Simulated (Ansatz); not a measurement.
The system is MnH2O2 (Pyrochroite).

```
Mn O H
1.0
     3.25000    0.00000    0.00000
    -1.62500    2.81458    0.00000
     0.00000    0.00000    4.48000
Mn O H
1 2 2
Direct
  0.00000 0.00000 0.00000
  0.66667 0.33333 0.77400
  0.33333 0.66667 0.22600
  0.66667 0.33333 0.55400
  0.33333 0.66667 0.44600
```

Base run:

- Program: Ansatz 0.2.0
- Functional: HSE06
- Potentials or basis: Ansatz PAW
- Cutoff: 420 eV (not typed: the program's choice for these potentials)
- k mesh: 6 × 6 × 4
- Occupations: fermi-dirac, width 0.05 eV
- Spin: collinear spin, ferromagnetic start
- Starting moments: [4.0, 0.0, 0.0, 0.0, 0.0] μB

Its results: band gap on the k mesh 2.51 eV, indirect (least direct gap 2.72 eV); pressure 7.8 GPa; net moment 5.00 μB per cell; site moments Mn +4.23; O +0.04; H +0.00 μB; largest force 2.021 eV/Å.

The run is repeated on the same cell with these changes: functional from HSE06 to PBE0. What comes out?

Band gap on the k mesh 3.24 eV, indirect (least direct gap 3.45 eV); pressure 7.8 GPa; net moment 5.00 μB per cell; site moments Mn +4.23; O +0.04; H +0.00 μB; largest force 2.028 eV/Å.

Caveats: the magnetic or orbital state may not be the lowest; a cell with one magnetic atom can't hold antiferromagnetic order, which such compounds often take; the PAW data sets come from PBE, with cores solved anew for the run's functional, which leaves a small shift of forces and pressure; forces of over 1 eV/Å show positions far from the minimum, so gaps and moduli don't describe the material at rest; the thresholds are loose for stress.
